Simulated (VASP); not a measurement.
Crystal: Te.

```
Te
1.0
     4.45720    0.00000    0.00000
    -2.22860    3.86005    0.00000
     0.00000    0.00000    5.92900
Te
3
Direct
  0.26330 0.00000 0.33333
  0.00000 0.26330 0.66667
  0.73670 0.73670 0.00000
```

Program: VASP 6.6.1. Alike in all runs: task single point; potentials or basis VASP PAW PBE potentials, release 64 (Te); no spin polarisation; cell as given; cutoff (eV) 300; smearing gaussian 0.01 eV.

Problem. Order these runs on this cell by their band gap on the k mesh, lowest first.
A. level HSE06; k mesh 6 × 6 × 4; grid for exact exchange (PRECFOCK) Fast; screening parameter 0.2 1/A
B. level PBE; k mesh 9 × 9 × 6
C. level PBE0; k mesh 6 × 6 × 4; grid for exact exchange (PRECFOCK) Fast; exchange at q = 0 default
D. level TB-mBJ; k mesh 9 × 9 × 6

Solution. B (0.16 eV), D (0.40 eV), A (0.60 eV), C (1.16 eV).

Caveats: spin-orbit coupling is left out, which moves the levels of the heavy elements; an odd mesh through Γ misses points on the zone boundary, where band edges often lie (some runs).

Not every run made on this cell is shown here.
